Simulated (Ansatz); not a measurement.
Consider a crystal of LiF in space group F-43m (No. 216), with Li on 4d; F on 4b. The cell of LiF is invented: 4-connected net, two elements alternating.

All numbers below come from DFT PBE, scalar-relativistic, plane waves, PAW in Ansatz. Cutoff 420 eV, Γ-centred mesh, Gaussian smearing, no spin polarisation.

The zero of energy is the elements' standard structures at the same level (F₂ as a molecule); no fitted shifts are applied.

**Question.** Give the relaxed lattice parameters and positions.

**Answer.**

Space group F-43m (No. 216). a = 4.364 Å, b = 4.364 Å, c = 4.364 Å, α = 90.00°, β = 90.00°, γ = 90.00°
```csv
atom,site,symmetry,x,y,z
Li,4d,-43m,0.2500,0.2500,0.7500
F,4b,-43m,0.5000,0.0000,0.0000
```

It has the zinc blende type. Around Li lie 4 F at 1.89 Å; around F lie 4 Li at 1.89 Å.

**Question.** Where does its energy lie, and is it a metal?

**Answer.** The energy over the elements is −2.942 eV/atom. The gap on the 10×10×10 mesh of the 2-atom cell is 7.65 eV. Whether it is stable depends on the other phases of the system, which aren't compared here.

The last run used Gaussian smearing of 0.02 eV. Kohn–Sham gaps at this level usually fall short of measured ones. A later test with randomly moved atoms came back to the same energy, though modes that don't fit the test's cell weren't probed.
